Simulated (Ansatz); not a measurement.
# SnSe: the cost of one run

Method: DFT PBE+D3(BJ), scalar-relativistic, plane waves, PAW, in Ansatz 0.2.0.

4 further runs of the same task are left out: 4 set aside as unsound or not needed.

## 1. The structure to begin with

The structure is cubic, space group Fm-3m (No. 225). Conventional cell: a = 5.977 Å, b = 5.977 Å, c = 5.977 Å, α = 90.00°, β = 90.00°, γ = 90.00°. Sn (site symmetry m-3m) has 6 Se at 2.99 Å as nearest neighbours. Around Se (site symmetry m-3m) lie 6 Sn at 2.99 Å.

Structure file:

```
CELL_PARAMETERS angstrom
0.00000 2.98826 2.98826
2.98826 0.00000 2.98826
2.98826 2.98826 0.00000
ATOMIC_POSITIONS crystal
Sn 0.00000 0.00000 0.00000
Se 0.50000 0.50000 0.50000
```

It is the result of an earlier relaxation at this level (volume 26.68 Å³/atom; gap on the mesh: 0.52 eV).

## 2. Relaxing at 12 GPa

At a set pressure the run lowers the enthalpy E + PV, so the energy alone may rise along the way.

Contents of input.yaml:

```yaml
crystal:
  lattice:
    - [0.0, 2.9882564671, 2.9882564671]
    - [2.9882564671, 0.0, 2.9882564671]
    - [2.9882564671, 2.9882564671, 0.0]
  atoms:
    - { symbol: Sn, position: [0.0, 0.0, 0.0] }
    - { symbol: Se, position: [0.5, 0.5, 0.5] }
basis:
  ecutwfc: 420
kpoints:
  mp_grid: { grid: [10, 10, 10] }
hamiltonian:
  xc: pbe
  dispersion: d3bj
scf:
  occupations: { method: fixed }
output:
  forces: true
  stress: true
  eigenvalues: true
relax:
  adjacent_minimum: "off"
  f_tol: 0.001
  max_steps: 60
  cell: { stress_tol: 0.02, p_target: 12.0 }
```

On the command line:

```
$ ansatz run input.yaml --threads 1 --pin off --max-ram 3072MiB --backend cpu --events-out ev --progress --plain --runs-dir out
```

What time and memory should one allow on 1 thread of Intel Xeon Platinum 8488C (Sapphire Rapids), shared host?

About 8.3 s, with a peak of 0.4 GiB.
